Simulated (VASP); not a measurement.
Write the native input for VASP 6.6.1 that does the following.

```yaml
Task: relaxation of cell and atoms
Functional: rev-vdW-DF2
Potentials_or_basis: VASP PAW PBE potentials, release 64 (Cd, O)
Cutoff: 600 eV
k_mesh: 10 × 10 × 10
Occupations: fermi-dirac, width 0.05 eV
Spin: no spin polarisation
Further_INCAR_settings: ALGO = Normal; EDIFF = 1e-06; IBRION = 2; EDIFFG = -0.02; NSW = 40; ISIF = 3
```

The structure of CdO (Monteponite) lies in POSCAR:

```
CdO
1.0
    0.0000000000      2.3495000000      2.3495000000
    2.3495000000      0.0000000000      2.3495000000
    2.3495000000      2.3495000000      0.0000000000
Cd O
1 1
Direct
    0.0000000000      0.0000000000      0.0000000000
    0.5000000000      0.5000000000      0.5000000000
```

One way to write it, as run:

INCAR

```
SYSTEM = CdO
  PREC = Accurate
  ENCUT = 600
  EDIFF = 1E-6
  ISMEAR = -1
  SIGMA = 0.05
  LREAL = .FALSE.
  LASPH = .TRUE.
  NELM = 100
  ALGO = Normal
  ISIF = 3
  LWAVE = .FALSE.
  LCHARG = .FALSE.
  GGA = MK
  LUSE_VDW = .TRUE.
  AGGAC = 0.0
  PARAM1 = 0.1234
  PARAM2 = 0.711357
  ZAB_VDW = -1.8867
  IBRION = 2
  NSW = 40
  EDIFFG = -0.02
```

KPOINTS

```
Automatic mesh
0
G
  10 10 10
  0 0 0
```

Potentials or basis: VASP PAW PBE potentials, release 64 (Cd, O).

Run with:

```sh
$ cat potpaw_PBE.64/Cd/POTCAR potpaw_PBE.64/O/POTCAR > POTCAR
$ mpirun -np 1 vasp_std > vasp.out
```

Results of the run:

| Item | Value |
| --- | --- |
| Relaxed volume | 13.33 Å³/atom |
| Relaxed cell | a = 3.353 Å, b = 3.353 Å, c = 3.353 Å, α = 60.00°, β = 60.00°, γ = 60.00° |
| Space group after relaxing (to 0.05 Å) | Fm-3m (No. 225) |
| Energy gained by relaxing | 4.3 meV/atom |
| Ionic steps | 3 |
| Pressure after relaxing | 0.0 GPa |
| Band gap on the k mesh | none (metal or under the smearing width) |

Caveat: the PAW data sets were made with another functional, which shifts forces and pressure a little; this crystal is a semiconductor, whose small gap the functional closes, so the metal is an error of the method.

Wall time 3 min on 1 thread of Intel(R) Xeon(R) Platinum 8375C CPU @ 2.90GHz (Ice Lake) (shared host), peak memory 0.33 GiB.
